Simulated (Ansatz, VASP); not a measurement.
One calculation of LiH, two programs

The input INCAR:

```
SYSTEM = LiH
PREC = Accurate ; ENCUT = 520
EDIFF = 1E-6 ; ISMEAR = 0
SIGMA = 0.05 ; LREAL = .FALSE.
LASPH = .TRUE. ; NELM = 60
ALGO = Normal ; ISIF = 2
LWAVE = .FALSE. ; LCHARG = .TRUE.
GGA = CA ; LELF = .TRUE.
LVHAR = .TRUE. ; NBANDS = 9
```

File KPOINTS:

```
Automatic mesh
0
G
  8 8 8
  0 0 0
```

The input POSCAR:

```
LiH
1.0
    2.4556202425      0.0000000000      0.0000000000
    0.0000000000      2.4556202425      0.0000000000
    0.0000000000      0.0000000000      2.4556202425
Li H
1 1
Direct
    0.0000000000      0.0000000000      0.0000000000
    0.5000000000      0.5000000000      0.5000000000
```

Input for Ansatz:

```yaml
crystal:
  lattice:
    - [2.4556202425, 0.0, 0.0]
    - [0.0, 2.4556202425, 0.0]
    - [0.0, 0.0, 2.4556202425]
  atoms:
    - { symbol: Li, position: [0.0, 0.0, 0.0] }
    - { symbol: H, position: [0.5, 0.5, 0.5] }
basis:
  ecutwfc: 420
kpoints:
  mp_grid: { grid: [8, 8, 8] }
hamiltonian:
  xc: lda
scf:
  occupations: { method: gaussian, width: 0.05 }
output:
  forces: true
  stress: true
  eigenvalues: true
```

The cell comes from a database or a generator and needn't be the stable form of this composition.

Alike in both runs: task single point; functional LDA; k mesh 8 × 8 × 8; occupations gaussian, width 0.05 eV; no spin polarisation.

|  | VASP | Ansatz |
| --- | --- | --- |
| version | VASP 6.6.1 | Ansatz 0.2.0 |
| potentials or method | VASP PAW LDA potentials, release 64 (Li_sv, H) | scalar-relativistic, plane waves, PAW |
| plane-wave cutoff (eV) | 520 | 420 |
| valence electrons in the cell | 4 | 4 |

Ansatz gave:

* gap on the k mesh at the Fermi level (eV): 0.34
* least direct gap on the mesh (eV): 3.88

Which values does VASP return?

gap on the k mesh at the Fermi level (eV): 0.35; least direct gap on the mesh (eV): 3.87.

 LDA gaps usually lie below the measured ones, often by a third to a half. A k mesh can miss the band edges.
